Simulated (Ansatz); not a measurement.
Mn: computed properties

All numbers below come from DFT PBE, scalar-relativistic, plane waves, PAW in Ansatz.

Plane waves to 420 eV, a k mesh through Γ of 21×21×10 on the computed 2-atom cell and Gaussian smearing (0.10 eV); no spin polarisation.

The structure is relaxed at this level of theory with its symmetry kept. This form isn't the element's structure at ambient conditions.

```
Mn
1.0
     2.48126    0.00000    0.00000
    -1.24063    2.14884    0.00000
     0.00000    0.00000    4.01557
Mn
2
Direct
  0.66667 0.33333 0.75000
  0.33333 0.66667 0.25000
```

| Quantity | Value |
| --- | --- |
| Space group | P6_3/mmc (No. 194) |
| Volume per atom | 10.71 Å³ |
| Formation energy from the elements' standard states (uncorrected) | +0.074 eV/atom |
| Kohn–Sham band gap | none (metal) |
| Density of states at the Fermi level | 2.43 states/eV per cell |
| Löwdin character within 0.5 eV of the Fermi level | Mn 3d 93 % |
| Bulk modulus | 281 GPa |
| Its pressure derivative | 4.3 |
| Bader charges (e) | Mn (2 in the cell) 0.00 |

A ferromagnetic start lost its moments in a first run, so spin was left out; other magnetic orders weren't tried.